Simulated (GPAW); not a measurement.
# Ti (P6_3/mmc) in GPAW: a series of runs

Aim: see how the results for Ti move with the level of theory and the settings. Levels: BLYP+D3(BJ), BLYP+D4. Tasks: relaxation of cell and atoms.

Program: GPAW 26.7.0. These are calculated values, not measurements. Logs are shortened: lines on timing, memory, paths and dates and some standing lists are left out, and cuts for length are marked. The log counts tension as positive stress, the text compression.

### Step 1. Starting point

It takes space group P6_3/mmc (No. 194, hexagonal). Conventional cell: a = 2.950 Å, b = 2.950 Å, c = 4.680 Å, α = 90.00°, β = 90.00°, γ = 120.00°. Ti (site symmetry -6m2) has 12 Ti at 2.89 to 2.95 Å as nearest neighbours.

### Step 2. Relaxation of cell and atoms, BLYP+D3(BJ)

run.py

```python
from ase.calculators.mixing import SumCalculator
from ase.filters import FrechetCellFilter
from ase.io import read, write
from ase.optimize import LBFGS
from dftd3.ase import DFTD3
from gpaw import GPAW, PW, setup_paths

setup_paths.insert(0, '.')

atoms = read('POSCAR')

calc = GPAW(mode=PW(600),
            xc='BLYP',
            kpts={'size': (10, 10, 6), 'gamma': True},
            occupations={'name': 'fermi-dirac', 'width': 0.05},
            nbands=24,
            convergence={'density': 1e-05, 'forces': 0.0001},
            eigensolver='davidson',
            maxiter=150,
            txt='gpaw.txt')
atoms.calc = SumCalculator([calc, DFTD3(method='blyp', damping='d3bj')])
opt = LBFGS(FrechetCellFilter(atoms), trajectory='relax.traj', logfile='-')
done = opt.run(fmax=0.02, steps=60)
calc.write('gs.gpw')
write('result.traj', atoms)
print('Converged:', done)
print('Cell:', atoms.cell.cellpar().round(4))
print('Volume:', round(atoms.get_volume(), 4))
print(atoms.get_scaled_positions().round(5))
```

POSCAR

```
Ti
1.0
    2.9500000000      0.0000000000      0.0000000000
   -1.4750000000      2.5547749412      0.0000000000
    0.0000000000      0.0000000000      4.6800000000
Ti
2
Direct
    0.6666666667      0.3333333333      0.7500000000
    0.3333333333      0.6666666667      0.2500000000
```

Potentials or basis: PAW data sets generated in the run's folder for this functional, pw.

Run with:

```console
$ gpaw-setup -f BLYP Ti
$ OMP_NUM_THREADS=1 python run.py
```

gpaw.txt:

```text
__  _  _
 | _ |_)|_||  |
 |__||  | ||/\| - 26.7.0

Input parameters:
  mode=PW(ecut=600.0),
  convergence={'density': 1e-05, 'forces': 0.0001},
  eigensolver=Davidson(niter=2),
  kpts=MonkhorstPack(size=(10, 10, 6), gamma=True),
  maxiter=150,
  nbands=24,
  occupations=Occupations(name='fermi-dirac', width=0.05),
  xc=XC(name='BLYP')

Diagonalizing LCAO Hamiltonian
Converting LCAO to pw mode

          Ti

        Ti

Atoms  # Å, Bohr magnetons
|   | symbol |         x |        y |        z |    initial magnetic moments |
|---|--------|-----------|----------|----------|-----------------------------|
| 0 |     Ti |  1.475000 | 0.851592 | 3.510000 | ( 0.0000,  0.0000,  0.0000) |
| 1 |     Ti | -0.000000 | 1.703183 | 1.170000 | ( 0.0000,  0.0000,  0.0000) |

Unit cell  # Å
| periodic |         x |        y |        z |  lengths |     angles |
|----------|-----------|----------|----------|----------|------------|
|      yes |  2.950000 | 0.000000 | 0.000000 | 2.950000 |  90.000000 |
|      yes | -1.475000 | 2.554775 | 0.000000 | 2.950000 |  90.000000 |
|      yes |  0.000000 | 0.000000 | 4.680000 | 4.680000 | 120.000000 |

Number of symmetries: 12
Symmetry operations  # r_c * U_cc + t_c -> r_c
|    | kind |            matrix            |
|----|------|------------------------------|
|  0 |  σ   |  1, 1, 0,  0,-1, 0,  0, 0, 1 |
|  1 |  S6  |  1, 1, 0, -1, 0, 0,  0, 0,-1 |
|  2 |  E   |  1, 0, 0,  0, 1, 0,  0, 0, 1 |
|  3 |  C2  |  1, 0, 0, -1,-1, 0,  0, 0,-1 |
|  4 |  C2  |  0, 1, 0,  1, 0, 0,  0, 0,-1 |
|  5 |  C3  |  0, 1, 0, -1,-1, 0,  0, 0, 1 |
|  6 |  S6  |  0,-1, 0,  1, 1, 0,  0, 0,-1 |
|  7 |  σ   |  0,-1, 0, -1, 0, 0,  0, 0, 1 |
|  8 |  σ   | -1, 0, 0,  1, 1, 0,  0, 0, 1 |
|  9 |  i   | -1, 0, 0,  0,-1, 0,  0, 0,-1 |
| 10 |  C3  | -1,-1, 0,  1, 0, 0,  0, 0, 1 |
| 11 |  C2  | -1,-1, 0,  0, 1, 0,  0, 0,-1 |
[... 99 lines left out ...]
xc functional:
  name: BLYP with 2 nearest neighbor stencil

convergence criteria:
- Maximum integral of absolute [dens]ity change: 1e-05 electrons / valence electron
- Maximum change in the atomic [forces] across last 2 cycles: 0.0001 eV/Ang OR
Maximum error relative to the maximum force is below inf
- Maximum [total energy] change in last 3 cyles: 0.0005 eV / valence electron
- Maximum integral of absolute [eigenst]ate change: 4e-08 eV^2 / valence electron
maximum number of iterations: 150

SCF iterations
|iter     | |      energy | eigst |  dens |force |
|---------|-|-------------|-------|-------|------|
|iter:   1| |  -11.436603 | -0.08 |       |      |
|iter:   2| |  -11.386961 | -1.88 | -1.34 |      |
|iter:   3| |  -11.281747 | -1.15 | -1.37 |      |
|iter:   4| |  -11.200744 | -2.40 | -1.69 |      |
|iter:   5| |  -11.204076 | -2.77 | -2.14 |      |
|iter:   6| |  -11.204201c| -4.18 | -3.18 |      |
|iter:   7| |  -11.204234c| -5.42 | -3.52 |      |
|iter:   8| |  -11.204237c| -6.26 | -3.95 |      |
|iter:   9| |  -11.204238c| -6.83 | -4.33 |      |
|iter:  10| |  -11.204237c| -8.65c| -4.97 |      |
|iter:  11| |  -11.204237c| -9.51c| -5.51c|      |
|iter:  12| |  -11.204237c|-11.19c| -6.26c|-4.81c|

Converged in 12 steps
Energy contributions relative to reference atoms: (reference = -46462.645322)

Energy contributions:
  Kinetic:          12.736771
  Coulomb:         -11.922324
  Zero:             -0.059512
  External:          0.000000
  Xc:              -11.948960
  Entropy:          -0.020426
  Spinorbit:         0.000000
  ----------------------------
  Free energy:     -11.214450
  Extrapolated:    -11.204237
[... 9 lines left out ...]
|          2 |       -24.599 |     2.000 |
|          3 |       -23.981 |     2.000 |
|          4 |       -23.981 |     2.000 |
|          5 |       -23.923 |     2.000 |
|          6 |       -23.885 |     2.000 |
|          7 |       -23.885 |     2.000 |
[... 8 lines left out ...]
|         16 |        10.374 |     0.000 |
|         17 |        10.374 |     0.000 |
|        ... |               |           |
|         23 |        26.248 |     0.000 |

No gap
No difference between direct/indirect transitions

Stress tensor  # eV/Ang^3
|         x |         y |        z |
|-----------|-----------|----------|
| -0.003448 |  0.000000 | 0.000000 |
|  0.000000 | -0.003448 | 0.000000 |
|  0.000000 |  0.000000 | 0.000681 |

Forces  # eV/Ang
|       x |        y |        z |
|---------|----------|----------|
| 0.00000 |  0.00000 |  0.00003 |  # Ti   0
| 0.00000 | -0.00000 | -0.00003 |  # Ti   1

Interpolating wave functions to new cell

          Ti

        Ti

Atoms  # Å, Bohr magnetons
|   | symbol |         x |        y |        z |    initial magnetic moments |
|---|--------|-----------|----------|----------|-----------------------------|
| 0 |     Ti |  1.460256 | 0.843079 | 3.472970 | ( 0.0000,  0.0000,  0.0000) |
| 1 |     Ti | -0.000000 | 1.686158 | 1.157656 | ( 0.0000,  0.0000,  0.0000) |

Unit cell  # Å
| periodic |         x |         y |         z |  lengths |     angles |
|----------|-----------|-----------|-----------|----------|------------|
|      yes |  2.920511 | -0.000000 |  0.000000 | 2.920511 |  90.000000 |
|      yes | -1.460256 |  2.529237 | -0.000000 | 2.920511 |  90.000000 |
|      yes |  0.000000 | -0.000000 |  4.630626 | 4.630626 | 120.000000 |
[... 184 lines left out ...]
No gap
No difference between direct/indirect transitions

Stress tensor  # eV/Ang^3
|         x |         y |         z |
|-----------|-----------|-----------|
| -0.025281 | -0.000000 | -0.000000 |
| -0.000000 | -0.025281 |  0.000000 |
| -0.000000 |  0.000000 | -0.021433 |

Forces  # eV/Ang
|        x |        y |        z |
|----------|----------|----------|
| -0.00000 |  0.00000 |  0.00003 |  # Ti   0
|  0.00000 | -0.00000 | -0.00003 |  # Ti   1

Interpolating wave functions to new cell

          Ti

        Ti

Atoms  # Å, Bohr magnetons
|   | symbol |         x |        y |        z |    initial magnetic moments |
|---|--------|-----------|----------|----------|-----------------------------|
| 0 |     Ti |  1.410875 | 0.814569 | 3.347958 | ( 0.0000,  0.0000,  0.0000) |
| 1 |     Ti | -0.000000 | 1.629139 | 1.115983 | ( 0.0000,  0.0000,  0.0000) |

Unit cell  # Å
| periodic |         x |         y |         z |  lengths |     angles |
|----------|-----------|-----------|-----------|----------|------------|
|      yes |  2.821751 | -0.000000 |  0.000000 | 2.821751 |  90.000000 |
|      yes | -1.410875 |  2.443708 | -0.000000 | 2.821751 |  90.000000 |
|      yes |  0.000000 |  0.000000 |  4.463941 | 4.463941 | 120.000000 |
[... 127 lines left out ...]
SCF iterations
|iter     | |      energy | eigst |  dens |force |
|---------|-|-------------|-------|-------|------|
|iter:   1| |  -11.499674 |       |       |      |
|iter:   2| |  -11.369567 | -2.07 | -1.24 |      |
|iter:   3| |  -10.970844 | -1.05 | -1.28 |      |
|iter:   4| |  -10.925603 | -2.60 | -1.86 |      |
|iter:   5| |  -10.932198 | -2.91 | -2.37 |      |
|iter:   6| |  -10.932251c| -4.83 | -3.14 |      |
|iter:   7| |  -10.932270c| -5.55 | -3.47 |      |
|iter:   8| |  -10.932268c| -6.62 | -4.07 |      |
|iter:   9| |  -10.932268c| -7.71c| -4.68 |      |
|iter:  10| |  -10.932268c| -8.95c| -5.24c|      |
|iter:  11| |  -10.932268c| -9.96c| -6.11c|-4.28c|

Converged in 11 steps
Energy contributions relative to reference atoms: (reference = -46462.645322)

Energy contributions:
  Kinetic:          24.739753
  Coulomb:         -20.502444
  Zero:             -0.104168
  External:          0.000000
  Xc:              -15.057345
  Entropy:          -0.016127
  Spinorbit:         0.000000
  ----------------------------
  Free energy:     -10.940332
  Extrapolated:    -10.932268

dipole moment: (0.000000, 0.000000, 0.000000)  # |e|*Ang

Fermi level: 10.387
Eigenvalues  # (at kpt = [0.000, 0.000, 0.000])
| band index |      eig [eV] | occ [0-2] |
|------------|---------------|-----------|
|          0 |       -46.149 |     2.000 |
|        ... |               |           |
|          2 |       -23.013 |     2.000 |
|          3 |       -22.083 |     2.000 |
|          4 |       -22.083 |     2.000 |
|          5 |       -21.968 |     2.000 |
|          6 |       -21.937 |     2.000 |
|          7 |       -21.937 |     2.000 |
[... 13 lines left out ...]
No gap
No difference between direct/indirect transitions

Stress tensor  # eV/Ang^3
|         x |         y |         z |
|-----------|-----------|-----------|
| -0.119170 | -0.000000 |  0.000000 |
| -0.000000 | -0.119170 |  0.000000 |
|  0.000000 |  0.000000 | -0.120256 |

Forces  # eV/Ang
|        x |        y |        z |
|----------|----------|----------|
| -0.00000 |  0.00000 | -0.00001 |  # Ti   0
|  0.00000 | -0.00000 |  0.00001 |  # Ti   1

Interpolating wave functions to new cell

          Ti

        Ti

Atoms  # Å, Bohr magnetons
|   | symbol |         x |        y |        z |    initial magnetic moments |
|---|--------|-----------|----------|----------|-----------------------------|
| 0 |     Ti |  1.416256 | 0.817676 | 3.361617 | ( 0.0000,  0.0000,  0.0000) |
| 1 |     Ti | -0.000000 | 1.635352 | 1.120537 | ( 0.0000,  0.0000,  0.0000) |

Unit cell  # Å
| periodic |         x |         y |         z |  lengths |     angles |
|----------|-----------|-----------|-----------|----------|------------|
|      yes |  2.832513 | -0.000000 |  0.000000 | 2.832513 |  90.000000 |
|      yes | -1.416256 |  2.453028 | -0.000000 | 2.832513 |  90.000000 |
|      yes |  0.000000 |  0.000000 |  4.482154 | 4.482154 | 120.000000 |
[... 183 lines left out ...]
No gap
No difference between direct/indirect transitions

Stress tensor  # eV/Ang^3
|         x |         y |         z |
|-----------|-----------|-----------|
| -0.107224 | -0.000000 | -0.000000 |
| -0.000000 | -0.107224 |  0.000000 |
|  0.000000 |  0.000000 | -0.107379 |

Forces  # eV/Ang
|       x |        y |        z |
|---------|----------|----------|
| 0.00000 |  0.00000 | -0.00000 |  # Ti   0
| 0.00000 | -0.00000 |  0.00000 |  # Ti   1

# Writing to gs.gpw (mode='')
```

It took 2.2 min on 1 thread of Arm Neoverse V1, shared host; peak memory 0.25 GiB.

What came out:

```yaml
Free_energy: -14.1754 eV
Relaxed_volume: 15.57 Å³/atom
Relaxed_cell: a = 2.833 Å, b = 2.833 Å, c = 4.482 Å, α = 90.00°, β = 90.00°, γ = 120.00°
Space_group_after_relaxing_to_0.05_Å: P6_3/mmc (No. 194)
Energy_gained_by_relaxing: 81.9 meV/atom
Ionic_steps: 4
Pressure_after_relaxing: -0.1 GPa
Band_gap_on_the_k_mesh: none (metal or under the smearing width)
Dispersion_energy_per_atom: -1.596 eV
```

Step by step:
| step | energy change (eV) | largest force (eV/Å) | pressure (GPa) | volume (Å³) |
| --- | --- | --- | --- | --- |
| 1 | 0.0000 | 0.0000 | -13.02 | 35.27 |
| 2 | -0.0727 | 0.0000 | -10.39 | 34.20 |
| 3 | -0.1596 | 0.0000 | 1.44 | 30.78 |
| 4 | -0.1638 | 0.0000 | -0.11 | 31.14 |

Final structure:
```
Ti
1.0
     2.83251    0.00000    0.00000
    -1.41626    2.45303    0.00000
     0.00000    0.00000    4.48215
Ti
2
Direct
  0.66667 0.33333 0.75000
  0.33333 0.66667 0.25000
```

Caveat: later steps reuse the first step's grids; the volume moved by -12 % from the deposited cell, more than functionals usually miss; pairwise dispersion overbinds metals, which lowers pressure and volume.

### Step 3. Relaxation of cell and atoms, BLYP+D4

run.py

```python
from ase import Atoms
from ase.calculators.mixing import SumCalculator
from ase.filters import FrechetCellFilter
from ase.io import write
from ase.optimize import FIRE
from dftd4.ase import DFTD4
from gpaw import GPAW, PW, setup_paths

setup_paths.insert(0, '.')

atoms = Atoms(['Ti', 'Ti'],
              cell=[[2.95, 0.0, 0.0],
                    [-1.475, 2.5547749412, 0.0],
                    [0.0, 0.0, 4.68]],
              scaled_positions=[[0.6666666667, 0.3333333333, 0.75],
                                [0.3333333333, 0.6666666667, 0.25]],
              pbc=True)

calc = GPAW(mode=PW(600),
            xc='BLYP',
            kpts={'size': (10, 10, 6), 'gamma': True},
            occupations={'name': 'fermi-dirac', 'width': 0.05},
            nbands=24,
            convergence={'density': 1e-05, 'forces': 0.0001},
            eigensolver='davidson',
            maxiter=150,
            txt='gpaw.txt')
atoms.calc = SumCalculator([calc, DFTD4(method='blyp')])
opt = FIRE(FrechetCellFilter(atoms), trajectory='relax.traj', logfile='-')
done = opt.run(fmax=0.02, steps=100)
calc.write('gs.gpw')
write('result.traj', atoms)
print('Converged:', done)
print('Cell:', atoms.cell.cellpar().round(4))
print('Volume:', round(atoms.get_volume(), 4))
print(atoms.get_scaled_positions().round(5))
```

Potentials or basis: PAW data sets generated in the run's folder for this functional, pw.

Run with:

```console
$ gpaw-setup -f BLYP Ti
$ OMP_NUM_THREADS=1 python run.py
```

gpaw.txt:

```text
__  _  _
 | _ |_)|_||  |
 |__||  | ||/\| - 26.7.0

Input parameters:
  mode=PW(ecut=600.0),
  convergence={'density': 1e-05, 'forces': 0.0001},
  eigensolver=Davidson(niter=2),
  kpts=MonkhorstPack(size=(10, 10, 6), gamma=True),
  maxiter=150,
  nbands=24,
  occupations=Occupations(name='fermi-dirac', width=0.05),
  xc=XC(name='BLYP')

Diagonalizing LCAO Hamiltonian
Converting LCAO to pw mode

          Ti

        Ti

Atoms  # Å, Bohr magnetons
|   | symbol |         x |        y |        z |    initial magnetic moments |
|---|--------|-----------|----------|----------|-----------------------------|
| 0 |     Ti |  1.475000 | 0.851592 | 3.510000 | ( 0.0000,  0.0000,  0.0000) |
| 1 |     Ti | -0.000000 | 1.703183 | 1.170000 | ( 0.0000,  0.0000,  0.0000) |

Unit cell  # Å
| periodic |         x |        y |        z |  lengths |     angles |
|----------|-----------|----------|----------|----------|------------|
|      yes |  2.950000 | 0.000000 | 0.000000 | 2.950000 |  90.000000 |
|      yes | -1.475000 | 2.554775 | 0.000000 | 2.950000 |  90.000000 |
|      yes |  0.000000 | 0.000000 | 4.680000 | 4.680000 | 120.000000 |

Number of symmetries: 12
Symmetry operations  # r_c * U_cc + t_c -> r_c
|    | kind |            matrix            |
|----|------|------------------------------|
|  0 |  σ   |  1, 1, 0,  0,-1, 0,  0, 0, 1 |
|  1 |  S6  |  1, 1, 0, -1, 0, 0,  0, 0,-1 |
|  2 |  E   |  1, 0, 0,  0, 1, 0,  0, 0, 1 |
|  3 |  C2  |  1, 0, 0, -1,-1, 0,  0, 0,-1 |
[... 132 lines left out ...]
|iter:  12| |  -11.204237c|-11.19c| -6.26c|-4.81c|
[... 204 lines left out ...]
SCF iterations
|iter     | |      energy | eigst |  dens |force |
|---------|-|-------------|-------|-------|------|
|iter:   1| |  -11.204268 |       |       |      |
|iter:   2| |  -11.203873 | -4.56 | -2.51 |      |
|iter:   3| |  -11.202740c| -3.69 | -2.55 |      |
|iter:   4| |  -11.202648c| -5.25 | -3.15 |      |
|iter:   5| |  -11.202667c| -5.48 | -3.66 |      |
|iter:   6| |  -11.202666c| -7.29 | -4.38 |      |
|iter:   7| |  -11.202665c| -7.97c| -4.75 |      |
|iter:   8| |  -11.202665c| -8.89c| -5.13c|      |
|iter:   9| |  -11.202665c| -9.67c| -5.60c|-4.44c|

Converged in 9 steps
Energy contributions relative to reference atoms: (reference = -46462.645322)

Energy contributions:
  Kinetic:          13.148662
  Coulomb:         -12.223500
  Zero:             -0.060593
  External:          0.000000
  Xc:              -12.057092
  Entropy:          -0.020286
  Spinorbit:         0.000000
  ----------------------------
  Free energy:     -11.212809
  Extrapolated:    -11.202665
[... 1054 lines left out ...]
SCF iterations
|iter     | |      energy | eigst |  dens |force |
|---------|-|-------------|-------|-------|------|
|iter:   1| |  -11.178259 |       |       |      |
|iter:   2| |  -11.178251 | -5.48 | -3.30 |      |
|iter:   3| |  -11.178233c| -5.24 | -3.34 |      |
|iter:   4| |  -11.178229c| -6.78 | -3.94 |      |
|iter:   5| |  -11.178229c| -7.06 | -4.43 |      |
|iter:   6| |  -11.178229c| -8.83c| -5.16c|      |
|iter:   7| |  -11.178229c| -9.51c| -5.53c|-4.16c|

Converged in 7 steps
Energy contributions relative to reference atoms: (reference = -46462.645322)

Energy contributions:
  Kinetic:          15.818749
  Coulomb:         -14.165005
  Zero:             -0.069308
  External:          0.000000
  Xc:              -12.753073
  Entropy:          -0.019184
  Spinorbit:         0.000000
  ----------------------------
  Free energy:     -11.187821
  Extrapolated:    -11.178229
[... 1115 lines left out ...]
Stress tensor  # eV/Ang^3
|         x |         y |         z |
|-----------|-----------|-----------|
| -0.022920 | -0.000000 |  0.000000 |
| -0.000000 | -0.022920 |  0.000000 |
|  0.000000 |  0.000000 | -0.021814 |

Forces  # eV/Ang
|        x |       y |        z |
|----------|---------|----------|
| -0.00000 | 0.00000 |  0.00000 |  # Ti   0
|  0.00000 | 0.00000 | -0.00000 |  # Ti   1

# Writing to gs.gpw (mode='')
```

It took 6.3 min on 1 thread of Arm Neoverse V1, shared host; peak memory 0.38 GiB.

Results:

- Free energy: -11.9598 eV
- Relaxed volume: 17.14 Å³/atom
- Relaxed cell: a = 2.927 Å, b = 2.927 Å, c = 4.620 Å, α = 90.00°, β = 90.00°, γ = 120.00°
- Space group after relaxing (to 0.05 Å): P6_3/mmc (No. 194)
- Energy gained by relaxing: 2.7 meV/atom
- Ionic steps: 12
- Pressure after relaxing: 0.0 GPa
- Band gap on the k mesh: none (metal or under the smearing width)
- Dispersion energy per atom: -0.381 eV

Step by step:
| step | energy change (eV) | largest force (eV/Å) | pressure (GPa) | volume (Å³) |
| --- | --- | --- | --- | --- |
| 1 | 0.0000 | 0.0000 | -3.10 | 35.27 |
| 2 | -0.0023 | 0.0000 | -2.58 | 35.09 |
| 3 | -0.0050 | 0.0000 | -1.60 | 34.76 |
| 4 | -0.0054 | 0.0000 | -0.29 | 34.35 |
| 5 | -0.0023 | 0.0000 | 1.10 | 33.94 |
| 6 | -0.0025 | 0.0000 | 1.05 | 33.95 |
| 7 | -0.0028 | 0.0001 | 0.95 | 33.98 |
| 8 | -0.0033 | 0.0000 | 0.81 | 34.02 |
| 9 | -0.0038 | 0.0000 | 0.63 | 34.07 |
| 10 | -0.0044 | 0.0000 | 0.42 | 34.14 |
| 11 | -0.0049 | 0.0000 | 0.20 | 34.20 |
| 12 | -0.0053 | 0.0000 | -0.03 | 34.27 |

Final structure:
```xyz
2
Lattice="2.9268 0.0000 0.0000 -1.4634 2.5347 0.0000 0.0000 0.0000 4.6198" Properties=species:S:1:pos:R:3 pbc="T T T"
Ti    1.4634    0.8449    3.4649
Ti    0.0000    1.6898    1.1550
```

Caveat: later steps reuse the first step's grids; pairwise dispersion overbinds metals, which lowers pressure and volume.
